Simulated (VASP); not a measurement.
Input of a VASP 6.6.1 run:

File INCAR:

```
SYSTEM = CdSiP2
  ALGO = Normal
  EDIFF = 1E-6
  EDIFFG = -0.01
  ENCUT = 600
  GGA = CA
  IBRION = 2
  ISIF = 3
  ISMEAR = 0
  KPAR = 2
  LASPH = .TRUE.
  LCHARG = .FALSE.
  LREAL = .FALSE.
  LWAVE = .FALSE.
  NELM = 80
  NSW = 90
  PREC = Accurate
  SIGMA = 0.03
```

The input KPOINTS:

```
k-points
0
G
  8 8 8
  0 0 0
```

POSCAR

```
CdSiP2
1.0
   -2.8436137418      2.8436137418      5.2485579018
    2.8436137418     -2.8436137418      5.2485579018
    2.8436137418      2.8436137418     -5.2485579018
Cd Si P
2 2 4
Direct
    0.7500000000      0.2500000000      0.5000000000
    0.0000000000      0.0000000000      0.0000000000
    0.5000000000      0.5000000000      0.0000000000
    0.2500000000      0.7500000000      0.5000000000
    0.8750000000      0.8281283000      0.4531283000
    0.1718717000      0.6250000000      0.0468717000
    0.3750000000      0.4218717000      0.5468717000
    0.5781283000      0.1250000000      0.9531283000
```

Potentials or basis: VASP PAW LDA potentials, release 64 (Cd, Si, P).

Launch:

```console
$ cat potpaw_LDA.64/Cd/POTCAR potpaw_LDA.64/Si/POTCAR potpaw_LDA.64/P/POTCAR > POTCAR
$ mpirun -np 2 vasp_std > vasp.out
```

Q: Estimate the relaxed cell.

A: a = 6.558 Å, b = 6.558 Å, c = 6.558 Å, α = 129.50°, β = 129.50°, γ = 74.21°.

Q: What does it give for the space group after relaxing (to 0.05 Å)?

A: I-42d (No. 122).

Q: What does it give for the band gap on the k mesh?

A: 1.21 eV, direct.

The path:
| step | energy change (eV) | largest force (eV/Å) | pressure (GPa) | volume (Å³) |
| --- | --- | --- | --- | --- |
| 1 | 0.0000 | 0.2530 | -2.84 | 169.76 |
| 2 | -0.0491 | 0.2143 | 1.81 | 160.68 |
| 3 | -0.0627 | 0.2294 | 0.21 | 163.47 |
| 4 | -0.0706 | 0.0977 | 0.11 | 163.54 |
| 5 | -0.0727 | 0.0110 | 0.04 | 163.60 |
| 6 | -0.0730 | 0.0063 | -0.03 | 163.72 |
| 7 | -0.0732 | 0.0001 | -0.11 | 163.90 |
| 8 | -0.0732 | 0.0072 | 0.09 | 163.53 |
| 9 | -0.0733 | 0.0037 | 0.00 | 163.71 |

A k mesh can miss the band edges. Expect the measured gap to be larger: semilocal functionals such as LDA lack the derivative discontinuity.
